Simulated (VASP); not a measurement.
# NbP (I4_1md) in VASP: density of states with PBE

Aim: the density of states of NbP with PBE.

Program: VASP 6.6.1. These are calculated values, not measurements. Logs are shortened: lines on timing, memory, paths and dates and some standing lists are left out, and cuts for length are marked.

**1. The crystal as given**

It takes space group I4_1md (No. 109, tetragonal). The conventional cell has a = 3.356 Å, b = 3.356 Å, c = 11.447 Å, α = 90.00°, β = 90.00°, γ = 90.00°. Nb (site symmetry 2mm) is surrounded by 6 P at 2.55 Å. P (site symmetry 2mm) has 6 Nb at 2.55 Å as nearest neighbours.

The cell is a database's computed one.

**2. Density of states, PBE**

POSCAR

```
NbP                                     
1.0
   -1.6778540304      1.6778540304      5.7235689197
    1.6778540304     -1.6778540304      5.7235689197
    1.6778540304      1.6778540304     -5.7235689197
  Nb              P             
     2     2
Direct
     0.7500548735166745    0.7500548735166745    0.0000000000000000
     0.5000548735166745    0.0000548735166745    0.5000000000000000
     0.3325736964833226    0.3325736964833226    0.0000000000000000
     0.0825737064833234    0.5825737064833234    0.5000000000000000
```

INCAR.step1

```
SYSTEM = NbP
  PREC = Accurate
  ENCUT = 520
  EDIFF = 1E-7
  ISMEAR = 0
  SIGMA = 0.1
  LREAL = .FALSE.
  LASPH = .TRUE.
  NELM = 60
  ALGO = Fast
  ISIF = 2
  LWAVE = .FALSE.
  LCHARG = .TRUE.
  LMAXMIX = 4
  GGA = PE
  NBANDS = 24
```

KPOINTS.step1

```
regular mesh
0
G
  18 18 18
  0 0 0
```

INCAR.step2

```
SYSTEM = NbP
  PREC = Accurate
  ENCUT = 520
  EDIFF = 1E-7
  ISMEAR = -5
  SIGMA = 0.1
  LREAL = .FALSE.
  LASPH = .TRUE.
  NELM = 60
  ALGO = Fast
  ISIF = 2
  LWAVE = .FALSE.
  LCHARG = .FALSE.
  LMAXMIX = 4
  GGA = PE
  LORBIT = 11
  NBANDS = 24
  NEDOS = 1001
  ICHARG = 11
```

KPOINTS.step2

```
regular mesh
0
G
  27 27 27
  0 0 0
```

Potentials or basis: VASP PAW PBE potentials, release 64 (Nb_pv, P).

Run with:

```console
cat potpaw_PBE.64/Nb_pv/POTCAR potpaw_PBE.64/P/POTCAR > POTCAR
cp INCAR.step1 INCAR
cp KPOINTS.step1 KPOINTS
mpirun -np 1 vasp_std > vasp.out
cp INCAR.step2 INCAR
cp KPOINTS.step2 KPOINTS
mpirun -np 1 vasp_std > vasp.out
```

OUTCAR:

```text
SYSTEM = NbP
   PREC = Accurate
   ENCUT = 520
   EDIFF = 1E-7
   ISMEAR = -5
   LREAL = .FALSE.
   LASPH = .TRUE.
   NELM = 60
   ISIF = 2
   GGA = PE
   LORBIT = 11
   ICHARG = 11

 ion  position               nearest neighbor table
   1  0.750  0.750  0.000-   4 2.55   4 2.55   3 2.55   3 2.55   3 2.55   3 2.55   2 3.32   2 3.32
                             2 3.32   2 3.32
   2  0.500  0.000  0.500-   3 2.55   3 2.55   4 2.55   4 2.55   4 2.55   4 2.55   1 3.32   1 3.32
                             1 3.32   1 3.32
   3  0.333  0.333  0.000-   2 2.55   2 2.55   1 2.55   1 2.55   1 2.55   1 2.55
   4  0.083  0.583  0.500-   1 2.55   1 2.55   2 2.55   2 2.55   2 2.55   2 2.55

  LATTYP: Found a body centered tetragonal cell.
 ALAT       =     3.3557080608
 C/A-ratio  =     3.4112436577

  Lattice vectors:

 A1 = (  -1.6778540304,   1.6778540304,   5.7235689197)
 A2 = (   1.6778540304,  -1.6778540304,   5.7235689197)
 A3 = (   1.6778540304,   1.6778540304,  -5.7235689197)

Analysis of symmetry for initial positions (statically):
=====================================================================
 Subroutine PRICEL returns:
 Original cell was already a primitive cell.

 Routine SETGRP: Setting up the symmetry group for a
 body centered tetragonal supercell.

 Subroutine GETGRP returns: Found  8 space group operations
 (whereof  4 operations were pure point group operations)
 out of a pool of 16 trial point group operations.

The static configuration has the point symmetry C_2v.
 The point group associated with its full space group is C_4v.

Analysis of symmetry for dynamics (positions and initial velocities):
=====================================================================
 Subroutine PRICEL returns:
 Original cell was already a primitive cell.

 Routine SETGRP: Setting up the symmetry group for a
 body centered tetragonal supercell.

 Subroutine GETGRP returns: Found  8 space group operations
 (whereof  4 operations were pure point group operations)
 out of a pool of 16 trial point group operations.

The dynamic configuration has the point symmetry C_2v.
 The point group associated with its full space group is C_4v.

 Subroutine INISYM returns: Found  8 space group operations
 (whereof  4 operations are pure point group operations),
 and found     1 'primitive' translations

----------------------------------------------------------------------------------------

                                     Primitive cell

  volume of cell :      64.4518

  direct lattice vectors                    reciprocal lattice vectors
    -1.677854030  1.677854030  5.723568920     0.000000000  0.297999701  0.087358081
     1.677854030 -1.677854030  5.723568920     0.297999701  0.000000000  0.087358081
     1.677854030  1.677854030 -5.723568920     0.297999701  0.297999701  0.000000000

  length of vectors
     6.195936529  6.195936529  6.195936529     0.310540265  0.310540265  0.421435219

  position of ions in fractional coordinates (direct lattice)
     0.750054874  0.750054874  0.000000000
     0.500054874  0.000054874  0.500000000
     0.332573696  0.332573696  0.000000000
     0.082573706  0.582573706  0.500000000

  ion indices of the primitive-cell ions
   primitive index   ion index
                 1           1
                 2           2
                 3           3
                 4           4

----------------------------------------------------------------------------------------

 KPOINTS: regular mesh

Automatic generation of k-mesh.
 Grid dimensions read from file:
 generate k-points for:   27   27   27

 Generating k-lattice:

  Cartesian coordinates                     Fractional coordinates (reciprocal lattice)
     0.000000000  0.011037026  0.003235484     0.037037037  0.000000000  0.000000000
     0.011037026  0.000000000  0.003235484     0.000000000  0.037037037  0.000000000
     0.011037026  0.011037026  0.000000000     0.000000000  0.000000000  0.037037037

  Length of vectors
     0.011501491  0.011501491  0.015608712

  Shift w.r.t. Gamma in fractional coordinates (k-lattice)
     0.000000000  0.000000000  0.000000000

 TETIRR: Found  24933 inequivalent tetrahedra from   118098

 Subroutine IBZKPT returns following result:
 ===========================================

 Found   1470 irreducible k-points:

 Following reciprocal coordinates:
            Coordinates               Weight
  0.000000  0.000000  0.000000      1.000000
  0.037037  0.000000 -0.000000      8.000000
  0.074074  0.000000 -0.000000      8.000000
  0.111111 -0.000000  0.000000      8.000000
  0.148148 -0.000000  0.000000      8.000000
  0.185185 -0.000000  0.000000      8.000000
[... 16 lines left out ...]
  0.333333  0.037037  0.000000     16.000000
  0.370370  0.037037 -0.000000     16.000000
 [... further k-points ...]
   k-points           NKPTS =   1470   k-points in BZ     NKDIM =   1470   number of bands    NBANDS=     24
   number of dos      NEDOS =   1001   number of ions     NIONS =      4
   total plane-waves  NPLWV = 110592
   dimension x,y,z NGX =    48 NGY =   48 NGZ =   48
   dimension x,y,z NGXF=    96 NGYF=   96 NGZF=   96
   ions per type =               2   2
   NGX,Y,Z   is equivalent  to a cutoff of  12.88, 12.88, 12.88 a.u.
   NGXF,Y,Z  is equivalent  to a cutoff of  25.76, 25.76, 25.76 a.u.
 SYSTEM =  NbP
   PREC   = accura    normal or accurate (medium, high low for compatibility)
   ISTART =      0    job   : 0-new  1-cont  2-samecut
   ICHARG =     11    charge: 1-file 2-atom 10-const
   ISPIN  =      1    spin polarized calculation?
   LNONCOLLINEAR =      F non collinear calculations
   LSORBIT =      F    spin-orbit coupling
   LASPH  =      T    aspherical Exc in radial PAW
   ENCUT  =  520.0 eV  38.22 Ry    6.18 a.u.  11.52 11.52 11.52*2*pi/ulx,y,z
   NELM   =     60;   NELMIN=  2; NELMDL=  0     # of ELM steps
   EDIFF  = 0.1E-06   stopping-criterion for ELM
   LREAL  =      F    real-space projection
   EDIFFG = 0.1E-05   stopping-criterion for IOM
   NSW    =      0    number of steps for IOM
   IBRION =     -1    ionic relax: 0-MD 1-quasi-New 2-CG
   NFREE  =      0    steps in history (QN), initial steepest desc. (CG)
   ISIF   =      2    stress and relaxation
   ISYM   =      2    0-nonsym 1-usesym 2-fastsym
   POTIM  = 0.5000    time-step for ionic-motion
   TEBEG  =    0.0;   TEEND  =   0.0 temperature during run
   PSTRESS=    0.0 pullay stress
   NELECT =      32.0000    total number of electrons
   NUPDOWN=      -1.0000    fix difference up-down
   EMIN   =  10.00;   EMAX   =-10.00  energy-range for DOS
   EFERMI =   0.00;   METHOD = LEGACY
   ISMEAR =    -5;   SIGMA  =   0.10  broadening in eV -4-tet -1-fermi 0-gaus
   EFERMI_NEDOS =   21; number of points for ismear=-14 and -15
   IALGO  =     68    algorithm
   IMIX   =      4    mixing-type and parameters
     AMIX     =   0.40;   BMIX     =  1.00
     AMIX_MAG =   1.60;   BMIX_MAG =  1.00
  volume/ion in A,a.u.               =      16.11       108.74
  Fermi-wavevector in a.u.,A,eV,Ry     =   1.296323  2.449694 22.863939  1.680452
  Thomas-Fermi vector in A             =   2.427786
   LORBIT       =     11    0 simple, 1 ext, 2 COOP (PROOUT), +10 PAW based schemes
   GGA     = PE    functional components
   LHFCALC =     F    Hartree Fock is set to
   AEXX    =    0.0000 exact exchange contribution
   IVDW    =     0    specifies the selected vdW correction
   LEPSILON=     F    determine dielectric tensor
   LRPA    =     F    only Hartree local field effects (RPA)
 non-spin polarized calculation
 RMM-DIIS sequential band-by-band and
 Fermi weights with tetrahedron method with Bloechl corrections
  energy-cutoff  :      520.00
  volume of cell :       64.45
 maximum number of plane-waves:      1756
 NGX is ok and might be reduce to    48

 number of electron      32.0000002 magnetization

 Free energy of the ion-electron system (eV)
  ---------------------------------------------------
  ext. energy  EPLUGINS =         0.00000000
  ---------------------------------------------------
  free energy    TOTEN  =       -34.97125262 eV

  energy without entropy =      -34.97125262  energy(sigma->0) =      -34.97125262

 E-fermi :   7.0895     XC(G=0): -11.9480

 val. band max:        7.1468456936   @ k =  -0.2593  -0.4815   0.2593
 cond. band min:       7.0520853209   @ k =  -0.2222   0.2593   0.2222
 fundamental gap:     -0.0947603726
 Fermi energy:         7.0895426093

 k-point     1 :       0.0000    0.0000    0.0000
  band No.  band energies     occupation
      1     -24.1673      2.00000
      2     -23.9825      2.00000
      3     -23.9825      2.00000
      4     -23.8299      2.00000
      5     -23.8299      2.00000
      6     -23.7846      2.00000
[... 16 lines left out ...]
     23      11.1555      0.00000
     24      11.1594      0.00000

 k-point     2 :       0.0370    0.0000   -0.0000
  band No.  band energies     occupation
      1     -24.1661      2.00000
      2     -23.9862      2.00000
      3     -23.9822      2.00000
      4     -23.8337      2.00000
      5     -23.8295      2.00000
      6     -23.7846      2.00000
[... 16 lines left out ...]
     23      11.1449      0.00000
     24      11.2286      0.00000

 k-point     3 :       0.0741    0.0000   -0.0000
  band No.  band energies     occupation
      1     -24.1624      2.00000
      2     -23.9968      2.00000
      3     -23.9814      2.00000
      4     -23.8444      2.00000
      5     -23.8284      2.00000
      6     -23.7850      2.00000
[... 16 lines left out ...]
     23      11.1701      0.00000
     24      11.4175      0.00000
[... 514 lines left out ...]
 k-point    23 :       0.3333    0.0370    0.0000
  band No.  band energies     occupation
      1     -24.2024      2.00000
      2     -24.0774      2.00000
      3     -23.9951      2.00000
      4     -23.9697      2.00000
      5     -23.8242      2.00000
      6     -23.8099      2.00000
[... 16 lines left out ...]
     23      11.6768      0.00000
     24      13.2832      0.00000

 k-point    24 :       0.3704    0.0370   -0.0000
  band No.  band energies     occupation
      1     -24.2257      2.00000
      2     -24.0802      2.00000
      3     -24.0019      2.00000
      4     -23.9676      2.00000
      5     -23.8311      2.00000
      6     -23.8079      2.00000
[... 16 lines left out ...]
     23      11.6563      0.00000
     24      13.2884      0.00000

 [... further k-points ...]
[... 5 lines left out ...]
  --------------------------------------------------------------------------------------
  -------------------------------------------------------------------------------------
  Total       -0.0232051     -0.0232051     -0.0098215      0.0000000      0.0000000      0.0000000
  in kB       -0.5768454     -0.5768454     -0.2441483      0.0000000      0.0000000      0.0000000
  external PRESSURE =      -0.4659464 kB  Pullay stress =       0.0000000 kB

 VOLUME and BASIS-vectors are now :
 -----------------------------------------------------------------------------
  energy-cutoff  :      520.00
  volume of cell :       64.45
      direct lattice vectors                 reciprocal lattice vectors
    -1.677854030  1.677854030  5.723568920     0.000000000  0.297999701  0.087358081
     1.677854030 -1.677854030  5.723568920     0.297999701  0.000000000  0.087358081
     1.677854030  1.677854030 -5.723568920     0.297999701  0.297999701  0.000000000

 POSITION                                       TOTAL-FORCE (eV/Angst)
 -----------------------------------------------------------------------------------
      0.00000      0.00000      8.58598         0.000000     -0.000000      0.003937
      0.00000      1.67785      0.00063        -0.000000      0.000000      0.003937
      0.00000      0.00000      3.80702         0.000000     -0.000000     -0.003937
      1.67785      0.00000      0.94523        -0.000000      0.000000     -0.003937
 -----------------------------------------------------------------------------------
    total drift:                                0.000000      0.000000     -0.001373

  FREE ENERGIE OF THE ION-ELECTRON SYSTEM (eV)
  ---------------------------------------------------
  free  energy   TOTEN  =       -34.9712526230 eV

  energy  without entropy=      -34.9712526230  energy(sigma->0) =      -34.97125262

 total charge

# of ion       s       p       d       tot
------------------------------------------
    1        0.323   6.366   3.081   9.770
    2        0.323   6.366   3.081   9.770
    3        1.021   1.526   0.000   2.547
    4        1.021   1.526   0.000   2.547
--------------------------------------------------
tot          2.689  15.783   6.162  24.634
```

It took 57 min on 1 thread of Intel Xeon 6975P-C (Granite Rapids), shared host; peak memory 1.8 GiB.

Results:

* Valence electrons inside the program's atomic spheres: Nb 9.77; P 2.55

States per cell in windows of 1 eV (zero at the Fermi level; states under -8 eV left out):
| from (eV) | total | Nb1_d | Nb2_d | P3_p | P4_p | Nb1_p | Nb2_p |
| --- | --- | --- | --- | --- | --- | --- | --- |
| -8.0 | 0.00 | 0.00 | 0.00 | 0.00 | 0.00 | 0.00 | 0.00 |
| -7.0 | 0.22 | 0.01 | 0.01 | 0.02 | 0.02 | 0.00 | 0.00 |
| -6.0 | 2.67 | 0.29 | 0.29 | 0.30 | 0.30 | 0.05 | 0.05 |
| -5.0 | 1.76 | 0.21 | 0.21 | 0.21 | 0.21 | 0.05 | 0.05 |
| -4.0 | 3.00 | 0.45 | 0.45 | 0.36 | 0.36 | 0.08 | 0.08 |
| -3.0 | 4.01 | 0.74 | 0.74 | 0.48 | 0.48 | 0.09 | 0.09 |
| -2.0 | 2.08 | 0.56 | 0.56 | 0.11 | 0.11 | 0.04 | 0.04 |
| -1.0 | 2.65 | 0.77 | 0.77 | 0.07 | 0.07 | 0.06 | 0.06 |
| 0.0 | 1.47 | 0.52 | 0.52 | 0.04 | 0.04 | 0.01 | 0.01 |
| 1.0 | 2.41 | 0.89 | 0.89 | 0.06 | 0.06 | 0.02 | 0.02 |
| 2.0 | 3.59 | 1.25 | 1.25 | 0.12 | 0.12 | 0.03 | 0.03 |
| 3.0 | 3.48 | 1.10 | 1.10 | 0.15 | 0.15 | 0.04 | 0.04 |
| 4.0 | 3.01 | 0.76 | 0.76 | 0.22 | 0.22 | 0.05 | 0.05 |
| 5.0 | 1.69 | 0.38 | 0.38 | 0.14 | 0.14 | 0.03 | 0.03 |
| 6.0 | 0.50 | 0.11 | 0.11 | 0.04 | 0.04 | 0.01 | 0.01 |
| 7.0 | 0.00 | 0.00 | 0.00 | 0.00 | 0.00 | 0.00 | 0.00 |

Caveat: tetrahedron occupations give inexact forces and stress in metals.
